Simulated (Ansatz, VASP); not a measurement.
Cu: VASP beside Ansatz

INCAR

```
PREC = Accurate ; ENCUT = 520
EDIFF = 1E-8 ; ISMEAR = -1
SIGMA = 0.08 ; LREAL = False
LASPH = True ; NELM = 60
ALGO = Normal ; ISIF = 2
LWAVE = False ; LCHARG = False
GGA = PE ; LEFG = True
NBANDS = 12
```

File KPOINTS:

```
Automatic mesh
0
Gamma
  19 19 19
```

The input POSCAR:

```
Cu
1.0
    0.0000000000      1.7709157724      1.7709157724
    1.7709157724      0.0000000000      1.7709157724
    1.7709157724      1.7709157724      0.0000000000
Cu
1
Direct
    0.0000000000      0.0000000000      0.0000000000
```

Input for Ansatz:

```yaml
crystal:
  lattice:
    - [0.0, 1.7709157724, 1.7709157724]
    - [1.7709157724, 0.0, 1.7709157724]
    - [1.7709157724, 1.7709157724, 0.0]
  atoms:
    - { symbol: Cu, position: [0.0, 0.0, 0.0] }
kpoints:
  mp_grid: { grid: [19, 19, 19] }
scf:
  occupations: { method: fermi_dirac, width: 0.08 }
hamiltonian:
  xc: pbe
  pseudopotentials: { kind: paw }
output:
  forces: true
  stress: true
  eigenvalues: true
  efg: { contact_densities: true }
```

Change from the starting cell: volume scaled by 0.9405, PAW files.

Alike in both runs: task electric field gradients; functional PBE; k mesh 19 × 19 × 19; occupations fermi-dirac, width 0.08 eV; no spin polarisation.

```csv
,VASP,Ansatz
version,VASP 6.6.1,Ansatz 0.2.0
potentials or method,"VASP PAW PBE potentials, release 64 (Cu)","PAW with Ansatz's default frozen-core files, scalar-relativistic"
plane-wave cutoff (eV),520,420
valence electrons in the cell,11,19
```

|  | VASP | Ansatz | Ansatz less VASP |
| --- | --- | --- | --- |
| pressure (GPa) | 12.9 | 12.4 | -0.53 |
| Vzz of the field gradient on the site that differs most (V/Å²) | 0.0 | 0.0 | 0.00 |

The two sets of potentials don't hold the same shells in valence.
